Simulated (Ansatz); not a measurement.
# Structure types of V at a series of pressures

All-electron LAPW in Ansatz 0.2.0 under PBE, scalar-relativistic, energies extrapolated to zero smearing, no spin–orbit coupling; spin polarisation is left out. At each pressure a set of structure types was relaxed with symmetry kept. The table gives H = E + pV above the lowest type of that row in meV/atom (up to 5 of noise); a dash means not tried or turned into another type. Real phases may be missing from the set: fcc wasn't tried throughout, and may lie lower. k spacings are near 0.17 to 0.21 Å⁻¹, smearing 0.05 to 0.1 eV.

**Question.** Among bcc, hcp, beta tin, diamond, simple hexagonal, sc, which leads at -0.18, 69, 130, 220 GPa?

**Answer.** bcc at -0.18 GPa; bcc at 69 GPa; bcc at 130 GPa; bcc at 220 GPa.

```csv
p (GPa),V of the lowest (Å³/atom),bcc,hcp,beta tin,diamond,simple hexagonal,sc
-0.18,13.49,0,254,472,2394,–,845
69,10.57,0,374,588,–,673,–
130,9.33,0,442,–,3821,–,1270
220,8.17,0,524,662,4249,884,–
```
